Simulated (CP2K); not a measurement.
# Au under changes of volume

One of the cells (20.761 Å³/atom); the others are scaled copies at fixed shape and fractional positions:

```xyz
1
Lattice="2.7484 0.0000 0.0000 0.0000 2.7484 0.0000 0.0000 0.0000 2.7484" Properties=species:S:1:pos:R:3 pbc="T T T"
Au    1.3742    1.3742    1.3742
```

The cell was built by a generator and needn't be a form met in nature.

| Property | Result |
| --- | --- |
| Program | CP2K 2026.2 |
| Functional | LDA |
| Potentials or basis | GTH_POTENTIALS Au GTH-PADE-q11; TZVP-MOLOPT-PBE-GTH basis |
| Density cutoff | 6803 eV |
| k mesh | 10 × 10 × 10 |
| Occupations | fermi-dirac, width 0.1 eV |
| Spin | no spin polarisation |

| volume (Å³/atom) | energy over the lowest point (meV/atom) | pressure (GPa) |
| --- | --- | --- |
| 19.515 | 0.00 | 0.8 |
| 19.930 | 1.38 | -1.9 |
| 20.346 | ? | ? |
| 20.761 | 23.12 | -6.5 |
| 21.176 | 42.14 | -8.4 |
| 21.591 | 65.80 | -10.0 |
| 22.006 | 93.50 | -11.4 |

Q: What does the run at 20.346 Å³/atom give?

A: Energy over the lowest point 9.32 meV/atom; pressure -4.4 GPa.

Worked out: A Birch-Murnaghan fit of order 3 (a polynomial in V^(-2/3)) to the other rows has its minimum at 19.64 Å³/atom with B0 = V·E''(V) = 130 GPa and B' = 4.6. It gives 9.33 meV/atom at 20.346 Å³/atom, against the run's 9.32, and -dE/dV = -4.2 GPa, against -4.4.

Energies are extrapolated to zero smearing.

Caveats: with these potentials and basis sets, volumes of gold and of layered tellurides can stand 1.5 % and more from those of plane-wave programs; the basis of atomic orbitals isn't converged, which shifts pressures, moduli and gaps.
